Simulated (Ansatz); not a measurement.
# GaP (oS24): the cost of one run

Program: Ansatz 0.2.0. Level of theory: DFT PBE, scalar-relativistic, plane waves, PAW. These are calculated values, not measurements.

### 1 The structure to begin with

It takes space group Cmcm (No. 63, orthorhombic). Conventional cell: a = 4.621 Å, b = 4.927 Å, c = 13.335 Å, α = 90.00°, β = 90.00°, γ = 90.00°. Ga (site symmetry m) has 6 P at 2.33 to 2.56 Å and 2 Ga at 2.61 to 2.64 Å as nearest neighbours. Around Ga (site symmetry m2m) lie 6 P at 2.31 to 2.58 Å and 2 Ga at 2.61 Å. Around P (site symmetry m) lie 1 P at 2.17 Å and 6 Ga at 2.33 to 2.58 Å. Around P (site symmetry m2m) lie 6 Ga at 2.31 to 2.58 Å.

Coordinates:

```
CELL_PARAMETERS angstrom
2.31050 -2.46350 0.00000
2.31050 2.46350 0.00000
0.00000 0.00000 13.33500
ATOMIC_POSITIONS crystal
Ga 0.89360 0.10640 0.59090
Ga 0.10640 0.89360 0.40910
Ga 0.10640 0.89360 0.09090
Ga 0.89360 0.10640 0.90910
Ga 0.41510 0.58490 0.25000
Ga 0.58490 0.41510 0.75000
P 0.61100 0.38900 0.07030
P 0.38900 0.61100 0.92970
P 0.38900 0.61100 0.57030
P 0.61100 0.38900 0.42970
P 0.89160 0.10840 0.25000
P 0.10840 0.89160 0.75000
```

### 2 Cell and atoms relaxed at 24 GPa

input.yaml

```yaml
crystal:
  lattice:
    - [2.3105, -2.4635, 0.0]
    - [2.3105, 2.4635, 0.0]
    - [0.0, 0.0, 13.335]
  atoms:
    - { symbol: Ga, position: [0.8936, 0.1064, 0.5909] }
    - { symbol: Ga, position: [0.1064, 0.8936, 0.4091] }
    - { symbol: Ga, position: [0.1064, 0.8936, 0.0909] }
    - { symbol: Ga, position: [0.8936, 0.1064, 0.9091] }
    - { symbol: Ga, position: [0.4151, 0.5849, 0.25] }
    - { symbol: Ga, position: [0.5849, 0.4151, 0.75] }
    - { symbol: P, position: [0.611, 0.389, 0.0703] }
    - { symbol: P, position: [0.389, 0.611, 0.9297] }
    - { symbol: P, position: [0.389, 0.611, 0.5703] }
    - { symbol: P, position: [0.611, 0.389, 0.4297] }
    - { symbol: P, position: [0.8916, 0.1084, 0.25] }
    - { symbol: P, position: [0.1084, 0.8916, 0.75] }
scf:
  occupations: { method: gaussian, width: 0.1 }
output:
  forces: true
  stress: true
  eigenvalues: true
  write_density: true
  write_potential: true
  elf: true
  volumetric_format: npy
hamiltonian:
  xc: pbe
basis:
  ecutwfc: 500
kpoints:
  mp_grid: { grid: [12, 12, 4] }
relax:
  f_tol: 0.005
  max_steps: 60
  cell: { stress_tol: 0.05, p_target: 24 }
```

On the command line:

```console
$ ansatz run input.yaml --threads 4 --pin off --max-ram 10240MiB --backend cpu --events-out ev --progress --plain --runs-dir out
```

What time and memory should one allow on 4 threads of Intel Xeon at 2.70GHz, shared host?

About 5.2 min, with a peak of 1.6 GiB.
